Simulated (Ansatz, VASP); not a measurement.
## One calculation of MgB2, two programs

File INCAR:

```
PREC = Accurate ; ENCUT = 520
EDIFF = 1E-6 ; ISMEAR = -1
SIGMA = 0.05 ; LREAL = False
LASPH = True ; NELM = 80
ALGO = Normal ; ISIF = 2
LWAVE = False ; LCHARG = False
GGA = PS ; NBANDS = 11
```

Contents of KPOINTS:

```
regular mesh
0
Gamma
  10 10 8
```

File POSCAR:

```
MgB2
1.0
    3.0850000000      0.0000000000      0.0000000000
   -1.5425000000      2.6716883707      0.0000000000
    0.0000000000      0.0000000000      3.5230000000
Mg B
1 2
Direct
    0.0000000000      0.0000000000      0.0000000000
    0.6666666667      0.3333333333      0.5000000000
    0.3333333333      0.6666666667      0.5000000000
```

Contents of input.yaml:

```yaml
crystal:
  lattice:
    - [3.085, 0.0, 0.0]
    - [-1.5425, 2.6716883707, 0.0]
    - [0.0, 0.0, 3.523]
  atoms:
    - { symbol: Mg, position: [0.0, 0.0, 0.0] }
    - { symbol: B, position: [0.6666666667, 0.3333333333, 0.5] }
    - { symbol: B, position: [0.3333333333, 0.6666666667, 0.5] }
kpoints:
  mp_grid: { grid: [10, 10, 8] }
  band_path:
    path:
      - [0.0, 0.0, 0.0]
      - [0.5, 0.0, 0.0]
      - [0.3333333333, 0.3333333333, 0.0]
      - [0.0, 0.0, 0.0]
      - [0.0, 0.0, 0.5]
      - [0.5, 0.0, 0.5]
      - [0.3333333333, 0.3333333333, 0.5]
      - [0.0, 0.0, 0.5]
    npoints: 10
scf:
  occupations: { method: fermi_dirac, width: 0.05 }
hamiltonian:
  xc: pbesol
  pseudopotentials:
    kind: all_electron
    lapw: { basis_error: 0.002 }
    relativity: none
output:
  forces: true
  stress: true
  eigenvalues: true
```

Alike in both runs: functional PBEsol; k mesh 10 × 10 × 8; occupations fermi-dirac, width 0.05 eV; no spin polarisation.

```csv
,VASP,Ansatz
version,VASP 6.6.1,Ansatz 0.2.0
potentials or method,"VASP PAW PBE potentials, release 64 (Mg, B)","all-electron LAPW, non-relativistic"
plane-wave cutoff (eV),520,see its input
task,single point,band structure
```

Ansatz gave:

| Quantity | Value |
| --- | --- |
| gap on the k mesh at the Fermi level (eV) | none |
| pressure (GPa) | -3.0 |
| largest component of the traceless stress (GPa) | 0.08 |

Which values does VASP return?

gap on the k mesh at the Fermi level (eV): none; pressure (GPa): -3.0; largest component of the traceless stress (GPa): 0.26.

A gap of «none» marks a metal or a gap that the smearing closes. Ansatz ran all-electron here, so the differences hold the error of VASP's frozen core and of both bases.

Caveats: the PAW data sets were made with another functional, which shifts forces and pressure a little (VASP).
